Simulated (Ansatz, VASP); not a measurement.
**Re: VASP beside Ansatz**

```
Re
1.0
     2.74370    0.00000    0.00000
    -1.37185    2.37612    0.00000
     0.00000    0.00000   28.79770
Re
2
Direct
  0.00000 0.00000 0.33449
  0.00000 0.00000 0.25583
```

Alike in both runs: functional PBE; k mesh 6 × 6 × 1; occupations gaussian, width 0.1 eV; no spin polarisation.

Ansatz relaxed the structure, and its values are those at the end. VASP's run is a single point on that final structure, the one shown.

|  | VASP | Ansatz |
| --- | --- | --- |
| version | VASP 6.6.1 | Ansatz 0.2.0 |
| potentials or method | VASP PAW PBE potentials, release 64 (Re) | scalar-relativistic, plane waves, PAW |
| plane-wave cutoff (eV) | 520 | 420 |
| valence electrons in the cell | 14 | 30 |

```tsv
	VASP	Ansatz	Ansatz less VASP
gap on the k mesh at the Fermi level (eV)	none	none	-
rms of the force components (eV/Å)	0.274	0.001	-0.2739
```

A gap of «none» marks a metal or a gap that the smearing closes. One of these differences is far larger than is usual between the two programs; its cause wasn't traced. The two sets of potentials don't hold the same shells in valence. Ansatz warned: «slab_cell_height_set».

Caveats: the k mesh is coarse (spacing up to 0.44 Å⁻¹), so the values aren't converged. The runs have no spin-orbit coupling, so splittings on Re are missing.
